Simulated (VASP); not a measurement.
A run of VASP 6.6.1 is set up as follows.

INCAR

```
SYSTEM = NaH
PREC = Accurate
ENCUT = 600
EDIFF = 1E-6
ISMEAR = -5
SIGMA = 0.05
LREAL = .FALSE.
LASPH = .TRUE.
NELM = 60
ALGO = Fast
ISIF = 3
LWAVE = .FALSE.
LCHARG = .FALSE.
GGA = MK
LUSE_VDW = .TRUE.
AGGAC = 0.0
PARAM1 = 0.1234
PARAM2 = 0.711357
ZAB_VDW = -1.8867
IBRION = 2
NSW = 60
EDIFFG = -0.01
```

KPOINTS

```
regular mesh
0
G
  9 9 9
  0 0 0
```

The input POSCAR:

```
NaH
1.0
    0.0000000000      2.4400000000      2.4400000000
    2.4400000000      0.0000000000      2.4400000000
    2.4400000000      2.4400000000      0.0000000000
Na H
1 1
Cartesian
    0.0000000000      0.0000000000      0.0000000000
    2.4400000000      2.4400000000      2.4400000000
```

Potentials or basis: VASP PAW PBE potentials, release 64 (Na_pv, H).

The run is started by

```sh
$ cat potpaw_PBE.64/Na_pv/POTCAR potpaw_PBE.64/H/POTCAR > POTCAR
$ mpirun -np 1 vasp_std > vasp.out
```

Question: What does it give for the relaxed cell?

Answer: a = 3.393 Å, b = 3.393 Å, c = 3.393 Å, α = 60.00°, β = 60.00°, γ = 60.00°.

Question: What does it give for the relaxed volume?

Answer: 13.81 Å³/atom.

Question: Predict the space group after relaxing (to 0.05 Å).

Answer: Fm-3m (No. 225).

Question: What does it give for the band gap on the k mesh?

Answer: 4.17 eV, indirect (least direct gap 4.87 eV).

Step by step:
| step | energy change (eV) | largest force (eV/Å) | pressure (GPa) | volume (Å³) |
| --- | --- | --- | --- | --- |
| 1 | 0.0000 | 0.0000 | -0.99 | 29.05 |
| 2 | -0.0020 | 0.0000 | -0.68 | 28.68 |
| 3 | -0.0034 | 0.0000 | -0.42 | 28.32 |
| 4 | -0.0042 | 0.0000 | -0.05 | 27.62 |

Caveat: the PAW data sets were made with another functional, which shifts forces and pressure a little; an odd mesh through Γ misses points on the zone boundary, where band edges often lie.
